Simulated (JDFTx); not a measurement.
The system is AlN.

```
CELL_PARAMETERS angstrom
0.00000 2.18399 2.18399
2.18399 0.00000 2.18399
2.18399 2.18399 0.00000
ATOMIC_POSITIONS crystal
Al 0.00000 0.00000 0.00000
N 0.25000 0.25000 0.25000
```

Measurements of this composition are mostly on another form, of space group No. 186.

Program: JDFTx 1.7.0 (patched build). Alike in all runs: task single point; no spin polarisation; cell as given; smearing fermi-dirac 0.05 eV.

Problem. Order these runs on this cell by their band gap on the k mesh, lowest first.
A. level LDA; potentials or basis PseudoDojo-SR-LDA-0.4.1-standard; k mesh 10 × 10 × 10; cutoff (eV) 1143; SCF threshold on the energy 1e-09 Ha; mesh quality not flagged
B. level HSE06; potentials or basis PseudoDojo-SR-PBE-0.5-standard with smoothed tails; k mesh 4 × 4 × 4; cutoff (eV) 1143; SCF threshold on the energy 1e-07 Ha; local potential set to -Z/r beyond 6 bohr; pseudo rcut 6; mesh quality coarse
C. level HSEsol; potentials or basis PseudoDojo-SR-PBE-0.5-standard; k mesh 4 × 4 × 4; cutoff (eV) 980; SCF threshold on the energy 1e-07 Ha; mesh quality coarse

Solution. A (3.26 eV), C (4.30 eV), B (4.53 eV).

Caveats: some runs use coarse meshes; the hybrid runs on potentials with a model core (some runs); the empty levels aren't tightly converged (some runs); versions of the library of functionals differ on this one, in energies and forces (some runs); this program's HSE differs a little from the usual definition (some runs).

A k mesh can miss the band edges.

Not every run made on this cell is shown here.
